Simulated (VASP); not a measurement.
A run of VASP 6.6.1:

Contents of INCAR:

```
PREC = Accurate ; ENCUT = 520
EDIFF = 1E-6 ; ISMEAR = 0
SIGMA = 0.1 ; LREAL = False
LASPH = True ; NELM = 100
ALGO = Normal ; ISIF = 2
LWAVE = False ; LCHARG = False
GGA = PE ; NBANDS = 23
```

Contents of KPOINTS:

```
regular mesh
0
Gamma
  4 4 2
```

Contents of POSCAR:

```
KBr3
1.0
    5.4426647893      0.0000000000      0.0000000000
    0.0000000000      5.4426647893      0.0000000000
    0.0000000000      0.0000000000     11.0333716895
K Br
1 3
Direct
    0.0000000000      0.0000000000      0.5000000000
    0.0000000000      0.0000000000      0.0000000000
    0.0000000000      0.0000000000      0.2313357447
    0.0000000000      0.0000000000      0.7686642553
```

Potentials or basis: VASP PAW PBE potentials, release 64 (K_sv, Br).

The run is started by

```sh
$ cat potpaw_PBE.64/K_sv/POTCAR potpaw_PBE.64/Br/POTCAR > POTCAR
$ mpirun -np 1 vasp_std > vasp.out
```

Hardware: 1 thread of Intel(R) Xeon(R) Platinum 8488C (Sapphire Rapids), on a shared host.

Task: Estimate the wall time of this run.

Result: It took 80 s on 1 thread of Intel(R) Xeon(R) Platinum 8488C (Sapphire Rapids), with other jobs on the host, peak memory 0.36 GiB. Counts: scf iterations 18, k points 12.
